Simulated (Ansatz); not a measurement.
Here is an Ansatz 0.2.0 calculation.

File input.yaml:

```yaml
crystal:
  lattice:
    - [0.0, 3.01, 3.01]
    - [3.01, 0.0, 3.01]
    - [3.01, 3.01, 0.0]
  atoms:
    - { symbol: Sn, position: [0.0, 0.0, 0.0] }
    - { symbol: Se, position: [0.5, 0.5, 0.5] }
kpoints:
  mp_grid: { grid: [8, 8, 8] }
scf:
  occupations: { method: gaussian, width: 0.014 }
hamiltonian:
  xc: pbe
  pseudopotentials: { kind: all_electron, lapw: { basis_error: 0.001 } }
output:
  forces: true
  stress: true
  eigenvalues: true
```

Potentials or basis: all-electron LAPW, scalar-relativistic.

Command:

```sh
$ ansatz run input.yaml --threads 1 --pin off --max-ram 3072MiB --backend cpu --events-out ev --progress --plain --runs-dir out
```

**Question.** Predict the pressure.

**Answer.** 0.9 GPa.

**Question.** Estimate the band gap on the k mesh.

**Answer.** 0.58 eV, direct.

Caveat: spin-orbit coupling is left out, which moves the levels of the heavy elements. A k mesh can miss the band edges.
